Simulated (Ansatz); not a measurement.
# Hf started on a Si site in α-quartz SiO2, 72 atoms, charge +1

Method: DFT, PBEsol, PAW, plane waves (Ansatz 0.2.0).

Command:

```sh
ansatz run in.yaml --threads 8 --pin off --max-ram 118750MiB --runs-dir r --events-out ev --progress --plain --backend cuda --devices 0, --max-vram 170GiB
```

The input less its lattice and atoms (starting moments on atoms near the defect: 1 μB in all):

```yaml
crystal:
  symmetry: { detect: false }
kpoints:
  mp_grid: { grid: [1, 1, 1], shift: [0.25, 0.25, 0.25] }
hamiltonian:
  xc: pbesol
total_charge: 1
magnetization:
  spin_polarized: true
scf:
  occupations: { method: fermi_dirac, width: 0.01 }
relax:
  f_tol: 0.03
  max_steps: 80
  escape_saddle: false
  adjacent_minimum: "off"
output:
  forces: true
  eigenvalues: true
  populations: true
  charged_corrections: { epsilon: 4.5 }
```

Start:

```
Si Hf O
1.0
     9.90164    0.00000    0.00000
    -4.95082    8.57507    0.00000
     0.00000    0.00000   10.88588
Si Hf O
23 1 48
Cartesian
  2.3722 0.0230 1.8202
  2.3334 0.0071 7.2748
  -0.1498 4.2850 1.8048
  -0.1805 4.2749 7.2309
  7.2805 0.0334 1.7977
  2.3544 8.5677 7.2387
  4.7864 4.3056 1.7823
  4.8091 4.2833 7.2382
  8.7382 2.0105 3.6330
  8.7081 1.9876 9.0699
  6.2676 6.2773 3.6320
  6.2177 6.3185 9.1097
  3.7957 1.9960 3.6084
  3.7819 2.0244 9.0683
  1.3025 6.3007 3.6343
  1.3053 6.3030 9.0857
  1.3368 2.2578 0.0026
  -1.1481 6.5473 10.8575
  -1.1902 6.5350 5.4191
  6.2612 2.2742 0.0244
  6.2645 2.3044 5.4608
  3.8007 6.5592 10.8710
  3.7823 6.5438 5.4053
  1.3018 2.2559 5.4645
  1.3901 1.1562 1.1857
  1.4130 1.1180 6.6405
  -1.0952 5.4286 1.1460
  -1.0744 5.4324 6.6421
  6.3213 1.1310 1.2088
  6.3461 1.1154 6.5896
  3.8729 5.4020 1.1949
  3.8437 5.4486 6.5900
  3.2978 0.6340 3.0007
  3.2778 0.6500 8.4290
  0.7826 4.8808 2.9812
  0.8001 4.9147 8.4487
  8.2126 0.6169 3.0017
  8.2228 0.6449 8.4233
  5.7412 4.9162 2.9493
  5.7885 4.9216 8.4182
  2.7472 2.5159 4.7890
  2.8027 2.5183 10.1987
  0.2770 6.8379 4.7812
  0.2842 6.7976 10.2508
  7.7234 2.5613 4.7650
  7.7107 2.5132 10.2439
  5.2687 6.7816 4.8149
  5.2214 6.7925 10.1901
  0.2834 1.7288 4.2702
  0.2644 1.7752 9.7192
  -2.1779 6.0654 4.2910
  -2.1671 6.0433 9.7304
  5.2405 1.7594 4.2585
  5.2665 1.7794 9.7067
  2.7672 6.0508 4.2809
  2.7693 6.0364 9.7140
  -1.0688 3.1226 2.4477
  -1.1028 3.1146 7.8807
  -3.5278 7.4271 2.4908
  -3.5315 7.4572 7.9127
  3.8294 3.1277 2.4764
  3.8400 3.1276 7.9524
  1.3695 7.4418 2.4672
  1.3640 7.3653 7.8844
  0.7929 3.6518 0.6517
  0.7801 3.6278 6.1104
  -1.6821 7.9381 0.6353
  -1.6811 7.9439 6.0789
  5.7393 3.6894 0.6367
  5.7685 3.6666 6.1079
  3.2832 7.9446 0.6515
  3.3026 7.9463 6.1015
```

Steps:

```csv
step,energy less the first (eV),largest force component (eV/Å)
start,0.000,16.701
1,-8.058,4.465
2,-9.769,1.433
3,-9.990,0.130
4,-10.005,0.139
5,-10.009,0.040
6,-10.009,0.015
```

End:

```xyz
72
Lattice="9.9016 0.0000 0.0000 -4.9508 8.5751 0.0000 0.0000 0.0000 10.8859" Properties=species:S:1:pos:R:3 pbc="T T T"
Si    2.3089    0.0429    1.8450
Si   -2.6395    8.5313    7.3776
Si   -0.1770    4.2798    1.8144
Si   -0.2924    4.4675    7.3388
Si    2.2438    8.5105    1.7971
Si    2.3655    8.5555    7.2717
Si    4.9020    4.2691    1.7370
Si    4.8289    4.1851    7.2126
Si    8.7185    1.9730    3.5088
Si   -1.1128    2.0251    9.0382
Si    6.2315    6.3194    3.6166
Si    6.2492    6.1887    9.0874
Si    4.0172    1.9721    3.5383
Si    3.8034    1.9720    9.0691
Si    1.2153    6.2769    3.6725
Si    1.2448    6.3749    9.1493
Si    1.3471    2.3269    0.0006
Si   -1.2030    6.5824    0.0326
Si   -1.2527    6.6366    5.4860
Si    6.3053    2.2563   10.8523
Si    6.3729    2.2333    5.3967
Si    3.7549    6.5043    0.0011
Si    3.7400    6.4734    5.4448
Hf    1.4063    2.4239    5.4507
O     1.4085    1.2171    1.1855
O     1.3371    1.1471    6.8949
O    -1.0850    5.4706    1.2061
O    -1.2947    5.5969    6.7447
O     6.2959    1.1043    1.1162
O     6.4060    1.1268    6.5809
O     3.8659    5.3625    1.1473
O     3.8623    5.3227    6.5822
O     3.3016    0.6148    3.0043
O     3.2976    0.5196    8.5448
O     0.6907    4.8549    3.0699
O     0.5935    5.0110    8.5801
O     8.1094    0.5811    2.9657
O     8.2995    0.6237    8.3905
O     5.7891    4.9240    2.9229
O     5.7304    4.8015    8.4216
O     3.1793    2.6516    4.7402
O     2.8084    2.5562   10.2159
O     0.2257    6.8183    4.8438
O     0.2614    6.9333   10.3116
O     7.8540    2.5158    4.7867
O     7.7781    2.4641   10.2241
O     5.1774    6.7524    4.7629
O     5.2087    6.7302   10.2124
O     0.3238    1.7175    4.0191
O     0.3483    1.8263    9.7076
O    -2.2222    6.0984    4.3034
O    -2.1949    5.9851    9.7748
O     5.4915    1.6642    4.1445
O     5.2864    1.7889    9.6829
O     2.6826    6.0082    4.3057
O     2.7057    6.0215    9.7480
O    -1.1712    3.1032    2.3355
O    -1.1074    3.1643    7.8725
O    -3.6094    7.4947    2.4987
O    -3.5385    7.3052    7.9213
O     4.0497    3.0158    2.3009
O     3.8642    3.0138    7.8132
O     1.3012    7.3672    2.4635
O     1.3775    7.4759    7.9675
O     0.8236    3.7138    0.6645
O     0.7106    4.0776    6.1353
O    -1.7679    7.9614    0.6517
O    -1.7592    8.0622    6.0825
O     5.8723    3.6981    0.5711
O     5.7893    3.6022    6.0371
O     3.2253    7.8816    0.6653
O     3.2667    7.8579    6.1277
```

The calculation finished and met its thresholds.

Time: 10 s of wall time on one NVIDIA GB200 with 8 processor threads, on a host shared with other runs; peak host memory 1.9 GiB.

Question: How much energy did the relaxation gain, and which atom moved most?

Answer: 10.01 eV in 6 steps, from a start with small random displacements; atom 66 (O) moved 0.46 Å, the median atom 0.10 Å (drift of the whole cell removed).

The moment started at 1 μB and ended at 1.0 μB; no other spin state is shown. The one k point has no symmetry partners, which can distort the end along one axis.
